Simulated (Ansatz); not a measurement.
Consider the following.

```yaml
crystal:
  lattice:
    - [4.26808, 0.00000, 0.00000]
    - [0.00000, 4.26808, 0.00000]
    - [0.00000, 0.00000, 18.01799]
  atoms:
    - { symbol: Br, position: [0.25000, 0.75000, 0.41206] }
    - { symbol: Na, position: [0.75000, 0.25000, 0.42428] }
    - { symbol: Br, position: [0.75000, 0.25000, 0.58794] }
    - { symbol: Na, position: [0.25000, 0.75000, 0.57572] }
```

No spin polarisation.

All numbers come from Ansatz (a first-principles code) PBE, no spin-orbit coupling. Γ-centred 8×8×1 mesh, Fermi–Dirac width 0.05 eV. The cell is a slab with vacuum along z.

**Question.** Predict the layer's space group, band gap and gap character.

**Answer.** The layer's space group (with vacuum) is P4/nmm (No. 129) and the band gap is 4.29 eV. The gap character is direct at Γ.

Whether these cells are dynamically stable was not tested. The cell was made from NaBr in the rock salt structure (space group Fm-3m, No. 225) by this change: a free-standing slab of 2 layers (4 atoms, 2 a layer) is cut normal to the z axis, with 15 Å of vacuum and the in-plane cell held at bulk.
